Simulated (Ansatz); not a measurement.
# Quadrupolar parameters in CdTe under strain

The cell is an entry of the Crystallography Open Database (COD), relaxed with PBE at fixed cell and then changed (z stretched by 1 %, ions relaxed).

```
Cd Te
1.0
     0.00000    3.14000    3.17140
     3.14000    0.00000    3.17140
     3.14000    3.14000    0.00000
Cd Te
1 1
Cartesian
  0.0000 0.0000 0.0000
  1.5700 1.5700 1.5857
```

Atom numbers follow the list; atoms alike are taken as one site, whose name carries the number of the first.

Level of theory: DFT, PBE, plane waves and PAW, scalar-relativistic, 420 eV cutoff, Γ-centred 12×12×12 k-points, Fermi–Dirac smearing 0.02 eV (Ansatz 0.2.0).

C_Q = eQV_zz/h, which is 24.18 MHz for Q = 1 b and V_zz = 10²¹ V/m²; η = (V_xx − V_yy)/V_zz. Directions are in the Cartesian axes of the cell vectors above, for the atom listed; none is given where the gradient is under 0.02 or η is above 0.95.

```
site  first atom     first shell  V_zz (10²¹ V/m²)     η  direction of V_zz (x, y, z)
  Cd           1  4 Te at 2.73 Å             -0.29  0.00               0.00 0.00 1.00
  Te           2  4 Cd at 2.73 Å              0.62  0.00               0.00 0.00 1.00
```

An axis of threefold or higher order runs through Cd and Te, so V_zz lies along it and η is zero.

Without spin–orbit coupling the gradients at and beside Te can be off by some per cent, at some sites by more. At this changed cell the PBE pressure is 7 GPa.
